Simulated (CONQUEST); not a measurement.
Wanted: the native input for a CONQUEST 1.3 run.

```
Task                : single point
Functional          : PBE
Potentials or basis : PseudoDojo NC PBE, DZP, grid cutoff 150 Ha
k mesh              : 8 × 8 × 5
Occupations         : fermi-dirac, width 0.05 eV
Spin                : no spin polarisation
Solver              : diagonalisation
SCF tolerance       : 1e-06
```

The system is Cu.

```
Cu
1.0
     2.55619    0.00000    0.00000
     0.00000    2.55619    0.00000
     0.00000    0.00000    3.61500
Cu
2
Direct
  0.99046 0.98824 0.02447
  0.50251 0.51606 0.49994
```

The cell isn't the ideal one: atoms of the box moved at random, drawn with an rms of 0.05 Å.

These files were run (other wordings do the same):

Conquest_input

```
IO.Title Cu
IO.Coordinates coords.dat
IO.FractionalAtomicCoords T
IO.Iprint 2
IO.Iprint_init 1
General.NumberOfSpecies 1
General.PseudopotentialType hamann
AtomMove.TypeOfRun static
AtomMove.FullStress T
Grid.GridCutoff 150
DM.SolutionMethod diagon
Diag.MPMesh T
Diag.GammaCentred T
Diag.MPMeshX 8
Diag.MPMeshY 8
Diag.MPMeshZ 5
Diag.kT 0.00183747
minE.SCTolerance 1e-6
SC.MaxIters 100
IO.AtomChargeOutput T
%block ChemicalSpeciesLabel
1 63.550 Cu
%endblock
```

coords.dat

```
    4.8305009387     0.0000000000     0.0000000000
    0.0000000000     4.8305009387     0.0000000000
    0.0000000000     0.0000000000     6.8313599405
2
 -0.0095350000  -0.0117650000   0.0244650000 1 T T T
  0.5025060000   0.5160650000   0.4999370000 1 T T T
```

Potentials or basis: PseudoDojo NC PBE, DZP, grid cutoff 150 Ha.

Launch:

```bash
$ Conquest
```

It gave:

The pressure is 2.7 GPa and the largest force is 0.696 eV/Å. The band gap on the k mesh is none (metal or under the smearing width).

Caveat: the basis of atomic orbitals isn't converged, which shifts pressures, moduli and gaps.

Wall time 52 s on 1 thread of AMD EPYC 9R45 96-Core Processor (Zen 5) (shared host), peak memory 0.65 GiB.
